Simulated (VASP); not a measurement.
Wanted: the native input for a VASP 6.6.1 run.

- Task: single point
- Functional: PBEsol
- Potentials or basis: VASP PAW PBE potentials, release 64 (Ti_sv, Al)
- Cutoff: 520 eV
- k mesh: 14 × 14 × 14
- Occupations: gaussian, width 0.1 eV
- Spin: no spin polarisation
- Dipole correction: no
- Further INCAR settings: ALGO = Normal; EDIFF = 1e-07; NBANDS = 14

The structure of TiAl lies in POSCAR:

```
TiAl
1.0
    3.1563759506      0.0000000000      0.0000000000
    0.0000000000      3.1563759506      0.0000000000
    0.0000000000      0.0000000000      3.1563759506
Ti Al
1 1
Direct
    0.0000000000      0.0000000000      0.0000000000
    0.5000000000      0.5000000000      0.5000000000
```

The cell comes from a database or a generator and needn't be the stable form of this composition.

One way to write it, as run:

INCAR

```
SYSTEM = TiAl
ALGO     = Normal         ! electronic algorithm
EDIFF    = 1E-7           ! SCF threshold, eV
ENCUT    = 520            ! plane-wave cutoff, eV
GGA      = PS             ! functional
ISIF     = 2              ! what is computed and relaxed
ISMEAR   = 0              ! smearing method
LASPH    = .TRUE.         ! aspherical terms in the spheres
LCHARG   = .TRUE.         ! write CHGCAR
LELF     = .TRUE.         ! ELF
LREAL    = .FALSE.        ! projectors in reciprocal space
LVHAR    = .TRUE.       
LWAVE    = .FALSE.        ! write WAVECAR
NBANDS   = 14             ! bands
NELM     = 100            ! most SCF steps
PREC     = Accurate       ! precision mode
SIGMA    = 0.1            ! smearing width, eV
```

KPOINTS

```
k-points
0
G
  14 14 14
  0 0 0
```

Potentials or basis: VASP PAW PBE potentials, release 64 (Ti_sv, Al).

Launch:

```sh
$ cat potpaw_PBE.64/Ti_sv/POTCAR potpaw_PBE.64/Al/POTCAR > POTCAR
$ mpirun -np 1 vasp_std > vasp.out
```

It gave:

```json
{
  "Pressure": "0.0 GPa",
  "Band gap on the k mesh": "none (metal or under the smearing width)"
}
```

Caveat: the PAW data sets were made with another functional, which shifts forces and pressure a little.

It took 27 s on 1 thread of Intel(R) Xeon(R) Platinum 8488C (Sapphire Rapids), on a shared host, peak memory 0.17 GiB.
